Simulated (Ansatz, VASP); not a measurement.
Given: the input of a run of VASP 6.6.1 on Sb. This isn't the form of Sb at room conditions, which is rhombohedral.

The input INCAR:

```
SYSTEM = Sb
ALGO = Fast ; EDIFF = 1E-7
EDIFFG = -0.01 ; ENCUT = 600
IBRION = 2 ; ISIF = 3
ISMEAR = -1 ; LASPH = .TRUE.
LCHARG = .FALSE. ; LREAL = .FALSE.
LWAVE = .FALSE. ; NELM = 60
NSW = 60 ; PREC = Accurate
SIGMA = 0.05
```

KPOINTS

```
k-points
0
G
  8 8 8
  0 0 0
```

Contents of POSCAR:

```
Sb
1.0
    3.1600000000      0.0000000000      0.0000000000
    0.0000000000      3.1600000000      0.0000000000
    0.0000000000      0.0000000000      3.1600000000
Sb
1
Direct
    0.0000000000      0.0000000000      0.0000000000
```

Potentials or basis: VASP PAW LDA potentials, release 64 (Sb).

Launch:

```console
$ cat potpaw_LDA.64/Sb/POTCAR > POTCAR
$ mpirun -np 1 vasp_std > vasp.out
```

**Question.** Translate it to Ansatz 0.2.0. Potentials or basis there: Ansatz PAW, cutoff 420 eV.

**Answer.** As run (cutoffs and basis follow the program's own potentials, and thresholds, step limits or extra output files can differ):

The input input.yaml:

```yaml
crystal:
  lattice:
    - [3.16, 0.0, 0.0]
    - [0.0, 3.16, 0.0]
    - [0.0, 0.0, 3.16]
  atoms:
    - { symbol: Sb, position: [0.0, 0.0, 0.0] }
hamiltonian:
  xc: lda
  pseudopotentials: { kind: paw }
kpoints:
  mp_grid: { grid: [8, 8, 8] }
scf:
  occupations: { method: fermi_dirac, width: 0.05 }
output:
  forces: true
  stress: true
  eigenvalues: true
relax:
  f_tol: 0.01
  max_steps: 40
  cell: { stress_tol: 0.05 }
```

Potentials or basis: Ansatz PAW.

Run with:

```console
$ ansatz run input.yaml --threads 2 --pin off --max-ram 5632MiB --backend cpu --events-out ev --progress --plain --runs-dir out
```

Both were run:

|  | VASP | Ansatz |
| --- | --- | --- |
| Relaxed volume | 28.44 Å³/atom | 28.34 Å³/atom |
| Relaxed cell | a = 3.052 Å, b = 3.052 Å, c = 3.052 Å, α = 90.00°, β = 90.00°, γ = 90.00° | a = 3.049 Å, b = 3.049 Å, c = 3.049 Å, α = 90.00°, β = 90.00°, γ = 90.00° |
| Space group after relaxing | Pm-3m (No. 221) | Pm-3m (No. 221) |
| Pressure after relaxing | 0.0 GPa | 0.0 GPa |

Ansatz's pressure holds a Pulay term of +0.04 GPa for its cutoff of 420 eV, which the other run lacks.

The potentials hold 5 and 15 valence electrons a cell.

Ansatz's potentials were made for PBE.

Where Ansatz's input types no cutoff or centring, it takes its own default and a Γ-centred mesh.

The two programs' LDA may be different fits to the electron gas.

Pressure is positive in compression.
